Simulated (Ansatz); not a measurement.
## Pressure against volume: Eu

```
Eu
1.0
    -2.27550    2.27550    2.27550
     2.27550   -2.27550    2.27550
     2.27550    2.27550   -2.27550
Eu
1
Direct
  0.00000 0.00000 0.00000
```

The cell is a measured one (Crystallography Open Database entry 9008534); the temperature and pressure of the measurement aren't taken into account, and nothing was relaxed.

Semilocal functionals without a Hubbard term describe localised f shells poorly; where the shell is localised, the real material differs.

Other magnetic orders may lie lower; this is the state that the run reached.

No spin–orbit coupling, which matters for the heavy atoms here.

Levels of theory: DFT, PBE, all-electron LAPW, scalar-relativistic (Ansatz 0.2.0); DFT, PBE, PAW with Ansatz's default frozen-core files, scalar-relativistic (Ansatz 0.2.0).

For LAPW: a Γ-centred 11×11×11 k mesh, Fermi–Dirac smearing of 0.03 eV, basis error target 0.5 meV/atom, spin-polarised from start moments Eu 7 μB. PAW takes a cutoff of 420 eV at this cell. The Ansatz runs share mesh, smearing and spin set-up. Plane-wave (PAW) pressures include the program's estimate of the Pulay term.

The cell above is scaled evenly, with fractional coordinates and shape held.

| V/V(cell) | V (Å³/atom) | P, LAPW (GPa) | P, PAW (GPa) | moment, LAPW (μB) | free energy over the lowest listed, PAW (meV/atom) |
| --- | --- | --- | --- | --- | --- |
| 0.9405 | 44.325 | -0.59 | -0.64 | 7.24 | 0.0 |
| 0.9800 | 46.187 | -1.03 | -1.08 | 7.27 | 10.1 |
| 1.0000 | 47.129 | -1.22 | -1.27 | 7.28 | 17.0 |
| 1.0200 | 48.072 | -1.40 | -1.44 | 7.30 | 25.0 |
| 1.0600 | 49.957 | -1.69 | -1.74 | 7.35 | 43.7 |
